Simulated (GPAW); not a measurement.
Runs of GPAW 26.7.0 on SiC. Symmetry: P6_3mc, No. 186, hexagonal system. The conventional cell has a = 3.076 Å, b = 3.076 Å, c = 10.071 Å, α = 90.00°, β = 90.00°, γ = 120.00°. Si (site symmetry 3m) has 4 C at 1.88 to 1.89 Å as nearest neighbours. Si (site symmetry 3m) has 4 C at 1.88 to 1.89 Å as nearest neighbours. Around C (site symmetry 3m) lie 4 Si at 1.88 to 1.89 Å. Around C (site symmetry 3m) lie 4 Si at 1.88 to 1.89 Å. The cell is a database's computed one.

| task | level | potentials or basis | cell | k mesh | cutoff (eV) | band path | band points | eigensolver | optimizer | fmax | mesh quality | gap on the mesh (eV) | pressure (GPa) | largest force (eV/Å) |
| --- | --- | --- | --- | --- | --- | --- | --- | --- | --- | --- | --- | --- | --- | --- |
| band structure | vdW-DF2 | GPAW PAW data sets (gpaw-data 1.2.1), pw | as given | 6 × 6 × 2 | 800 | GMKGALHA,LM,KH | 100 | - | - | - | coarse | 2.73 | - | 0.03 |
| band structure | OLYP | PAW data sets generated in the run's folder for this functional, pw | as given | 6 × 6 × 2 | 800 | GMKGALHA,LM,KH | 60 | davidson | - | - | coarse | 2.28 | 3.8 | 0.02 |
| band structure | PBE | SG15 ONCV 1.2, pw | as given | 6 × 6 × 2 | 1100 | GMKGALHA,LM,KH | 100 | - | - | - | coarse | 2.25 | (a) | 0.01 |
| relaxation of cell and atoms | r2SCAN+D4 | GPAW PAW data sets (gpaw-data 1.2.1), pw | relaxed | 6 × 6 × 2 | 800 | - | - | - | BFGS | 0.05 eV/Å | coarse | 2.63 | 0.1 | 0.01 |
| band structure | PBEsol | PAW data sets generated in the run's folder for this functional, pw | as given | 6 × 6 × 2 | 800 | GMKGALHA,LM,KH | 100 | - | - | - | coarse | 2.11 | 1.7 | - |
| band structure | revPBE | the program's PAW data sets (release 1.2.1) made for this functional, pw | as given | 6 × 6 × 2 | 800 | GMKGALHA,LM,KH | 80 | - | - | - | coarse | (b) | 7.7 | - |
| wannier90 | optB88-vdW | GPAW PAW data sets (gpaw-data 1.2.1), pw | as given | 10 × 10 × 3 | 800 | GMKGALHA,LM,KH | - | - | - | - | not flagged | 2.39 | - | 0.02 |

Alike in all rows: no spin polarisation; smearing fermi-dirac 0.05 eV.

Fill in the values left out.

(a) 4.1; (b) 2.22.

Caveats: the PAW data sets were made with another functional, which shifts forces and pressure a little (some runs); later steps reuse the first step's grids (some runs); with rounded positions the older calculator's symmetry can spoil forces and stress (some runs); the Wannier interpolation is poor (some runs).

A k mesh can miss the band edges.

Not every run made on this cell is shown here.
